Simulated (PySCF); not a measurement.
# C7H10: the cost of one run

The runs use PySCF 2.14.0; levels as typed in each script, gas phase, geometry from GFN2-xTB.

1 further run of the same task is left out (it didn't finish).

**1. The system as given**

17 atoms, charge 0, spin multiplicity 1.

Bond lengths: C1–C2 1.326 Å, C1–C6 1.507 Å, C1–H8 1.075 Å, C2–C3 1.507 Å, C2–H9 1.075 Å, C3–C4 1.547 Å, C3–C7 1.532 Å, C3–H10 1.087 Å, C4–C5 1.540 Å, C4–H11 1.089 Å, C4–H12 1.090 Å, C5–C6 1.547 Å, C5–H13 1.089 Å, C5–H14 1.090 Å, C6–C7 1.532 Å, C6–H15 1.087 Å, C7–H16 1.089 Å, C7–H17 1.089 Å. Angles: C2–C1–C6 107.4°, C2–C1–H8 128.3°, C6–C1–H8 124.1°, C1–C2–C3 107.4°, C1–C2–H9 128.3°, C3–C2–H9 124.1°, C2–C3–C4 105.5°, C2–C3–C7 100.4°, C2–C3–H10 116.2°, C4–C3–C7 100.7°, C4–C3–H10 114.4°, C7–C3–H10 117.5°, C3–C4–C5 102.9°, C3–C4–H11 111.4°, C3–C4–H12 110.3°, C5–C4–H11 112.5°, C5–C4–H12 111.4°, H11–C4–H12 108.3° and more.

As a file:

```tsv
atom	x (Å)	y (Å)	z (Å)
C1	1.25625	0.66312	-0.50971
C2	1.25625	-0.66308	-0.50976
C3	0.08385	-1.11499	0.32226
C4	-1.17262	-0.76994	-0.51228
C5	-1.17262	0.77000	-0.51222
C6	0.08386	1.11497	0.32235
C7	0.04200	-0.00012	1.37209
H8	1.90514	1.33004	-1.04777
H9	1.90513	-1.32996	-1.04788
H10	0.11638	-2.14126	0.68037
H11	-1.10946	-1.18614	-1.51689
H12	-2.06643	-1.16780	-0.03229
H13	-1.10946	1.18628	-1.51680
H14	-2.06642	1.16783	-0.03220
H15	0.11639	2.14122	0.68054
H16	-0.86696	-0.00006	1.97166
H17	0.91391	-0.00002	2.02483
```

**2. Removing and adding an electron (TPSSh/6-31+g*)**

Contents of input.py:

```python
import numpy as np
from pyscf import gto, scf, dft
from pyscf.scf import atom_ks, atom_hf
from scipy.linalg import block_diag

def solve(mol, dm0=None, hcore=None):
    mf = (dft.UKS if mol.spin else dft.RKS)(mol, xc='tpssh')
    mf.grids.level = 3
    mf = mf.density_fit(auxbasis='def2-universal-jkfit')
    mf.conv_tol, mf.max_cycle = 1e-8, 80
    if hcore is not None:
        mf.get_hcore = lambda *args: hcore
    mf.kernel(dm0)
    if not mf.converged:
        mf = mf.newton().run(mf.mo_coeff, mf.mo_occ, max_cycle=30)
    assert mf.converged, 'SCF not converged'
    return mf

mol = gto.M(atom='''
C      1.25625     0.66312    -0.50971
C      1.25625    -0.66308    -0.50976
C      0.08385    -1.11499     0.32226
C     -1.17262    -0.76994    -0.51228
C     -1.17262     0.77000    -0.51222
C      0.08386     1.11497     0.32235
C      0.04200    -0.00012     1.37209
H      1.90514     1.33004    -1.04777
H      1.90513    -1.32996    -1.04788
H      0.11638    -2.14126     0.68037
H     -1.10946    -1.18614    -1.51689
H     -2.06643    -1.16780    -0.03229
H     -1.10946     1.18628    -1.51680
H     -2.06642     1.16783    -0.03220
H      0.11639     2.14122     0.68054
H     -0.86696    -0.00006     1.97166
H      0.91391    -0.00002     2.02483
''', basis='6-31+g*', charge=0, spin=0, verbose=4)
mf = solve(mol)
out = dict(e0=mf.e_tot, dm0=mf.make_rdm1(), c=mf.mo_coeff, occ=mf.mo_occ, eps=mf.mo_energy)
for name, dq, spin in [('cation', 1, 1), ('anion', -1, 1)]:
    ion = mol.copy().set(charge=mol.charge + dq, spin=spin).build()
    mi = solve(ion)
    if spin and dq > 0 and mol.nao < 130:
        c, _, stable, _ = mi.stability(return_status=True)
        if not stable:
            mi = solve(ion, mi.make_rdm1(c, mi.mo_occ))
    print(name, 'vertical energy change / eV', (mi.e_tot - mf.e_tot) * 27.211386)
    out.update({'e_' + name: mi.e_tot, 'dm_' + name: mi.make_rdm1(), 's2_' + name: mi.spin_square()[0], 'eps_' + name: mi.mo_energy, 'occ_' + name: mi.mo_occ})
# spherically averaged free atoms, for the promolecule
atm = atom_ks.get_atm_nrks(mol, xc='tpssh')
pro = block_diag(*[(atm[a[0]][2] * atm[a[0]][3]) @ atm[a[0]][2].T for a in mol._atom])
np.savez('result.npz', pro=pro, **out)
```

On the command line:

```sh
> OMP_NUM_THREADS=1 python input.py
```

**Question.** How long does this run take on 1 thread of Arm Neoverse V2, shared host, and how much memory does it need?

About 5.7 min, with a peak of 0.86 GiB.
